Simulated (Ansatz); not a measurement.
Input, command and steps of an Ansatz relaxation.

```yaml
crystal:
  lattice:
    - [2.8930017531, 1.6702753409, 2.3816858701]
    - [-2.8930017531, 1.6702753409, 2.3816858701]
    - [0.0, -3.3405506818, 2.3816858701]
  atoms:
    - { symbol: Ba, position: [0.0047927228, 0.0047927228, 0.0047927228] }
    - { symbol: Ti, position: [0.5198683629, 0.5198683629, 0.5198683629] }
    - { symbol: O, position: [0.4888862832, 0.4888862832, 0.9762663478] }
    - { symbol: O, position: [0.4888862832, 0.9762663478, 0.4888862832] }
    - { symbol: O, position: [0.9762663478, 0.4888862832, 0.4888862832] }
basis:
  ecutwfc: 500
kpoints:
  mp_grid: { grid: [6, 6, 6] }
hamiltonian:
  xc: r2scan
scf:
  occupations: { method: gaussian, width: 0.02 }
output:
  forces: true
  stress: true
  eigenvalues: true
relax:
  adjacent_minimum: "off"
  f_tol: 0.01
  max_steps: 30
  cell: { stress_tol: 0.1, fix: [volume] }
```

```bash
ansatz run input.yaml --threads 1 --pin off --max-ram 2560MiB --backend cpu --events-out ev --progress --plain --runs-dir out
```

Computed with Ansatz, DFT r2SCAN, scalar-relativistic, plane waves, PAW.

The volume is held at 1.06 times that of the relaxed cell.

Of 6 frames 5 are shown, positions in Å and forces in eV/Å; the SCF threshold varies from step to step. Steps run on the plane waves of an earlier cell, with a Pulay correction in the pressure. The basis is chosen afresh for the last frame, the zero of the energies, and at times for earlier ones too; energy and pressure step there, also at an unchanged geometry.

```xyz
5
Lattice="2.8930 1.6703 2.3817 -2.8930 1.6703 2.3817 0.0000 -3.3406 2.3817" Properties=species:S:1:pos:R:3:forces:R:3 pbc="T T T" step=1 free_energy_over_end_meV_per_atom=2.22 pressure_GPa=-7.26
Ba    0.0000    0.0000    0.0342    0.0000    0.0000    0.0280
Ti    0.0000    0.0000    3.7145    0.0000    0.0000    0.3701
O     0.0000   -1.6281    4.6539    0.0000    0.2310   -0.1327
O    -1.4100    0.8141    4.6539    0.2001   -0.1155   -0.1327
O     1.4100    0.8141    4.6539   -0.2001   -0.1155   -0.1327
5
Lattice="2.8925 1.6700 2.3825 -2.8925 1.6700 2.3825 0.0000 -3.3400 2.3825" Properties=species:S:1:pos:R:3:forces:R:3 pbc="T T T" step=2 free_energy_over_end_meV_per_atom=1.66 pressure_GPa=-6.76
Ba    0.0000    0.0000    0.0549    0.0000    0.0000   -0.1034
Ti    0.0000    0.0000    3.7107    0.0000    0.0000    0.4365
O     0.0000   -1.6203    4.6504    0.0000    0.0975   -0.1111
O    -1.4032    0.8101    4.6504    0.0845   -0.0488   -0.1111
O     1.4032    0.8101    4.6504   -0.0845   -0.0488   -0.1111
5
Lattice="2.8924 1.6699 2.3828 -2.8924 1.6699 2.3828 0.0000 -3.3398 2.3828" Properties=species:S:1:pos:R:3:forces:R:3 pbc="T T T" step=3 free_energy_over_end_meV_per_atom=0.80 pressure_GPa=-6.37
Ba    0.0000    0.0000    0.0490    0.0000    0.0000   -0.0531
Ti    0.0000    0.0000    3.7193    0.0000    0.0000    0.3090
O     0.0000   -1.6181    4.6500    0.0000    0.0540   -0.0853
O    -1.4013    0.8090    4.6500    0.0467   -0.0270   -0.0853
O     1.4013    0.8090    4.6500   -0.0467   -0.0270   -0.0853
5
Lattice="2.8897 1.6684 2.3872 -2.8897 1.6684 2.3872 0.0000 -3.3367 2.3872" Properties=species:S:1:pos:R:3:forces:R:3 pbc="T T T" step=4 free_energy_over_end_meV_per_atom=0.04 pressure_GPa=-5.37
Ba    0.0000    0.0000    0.0443    0.0000    0.0000    0.0223
Ti    0.0000    0.0000    3.7456    0.0000    0.0000   -0.0086
O     0.0000   -1.6141    4.6538    0.0000   -0.0389   -0.0045
O    -1.3978    0.8070    4.6538   -0.0337    0.0195   -0.0045
O     1.3978    0.8070    4.6538    0.0337    0.0195   -0.0045
5
Lattice="2.8901 1.6686 2.3865 -2.8901 1.6686 2.3865 0.0000 -3.3372 2.3865" Properties=species:S:1:pos:R:3:forces:R:3 pbc="T T T" step=6 free_energy_over_end_meV_per_atom=0.00 pressure_GPa=-5.46
Ba    0.0000    0.0000    0.0470    0.0000    0.0000    0.0090
Ti    0.0000    0.0000    3.7443    0.0000    0.0000    0.0040
O     0.0000   -1.6160    4.6517    0.0000   -0.0073   -0.0044
O    -1.3995    0.8080    4.6517   -0.0064    0.0037   -0.0044
O     1.3995    0.8080    4.6517    0.0064    0.0037   -0.0044
```

The run took 92 s on 1 thread of AMD EPYC 7R43 64-Core Processor (Zen 3) (shared host), peak memory 0.52 GiB.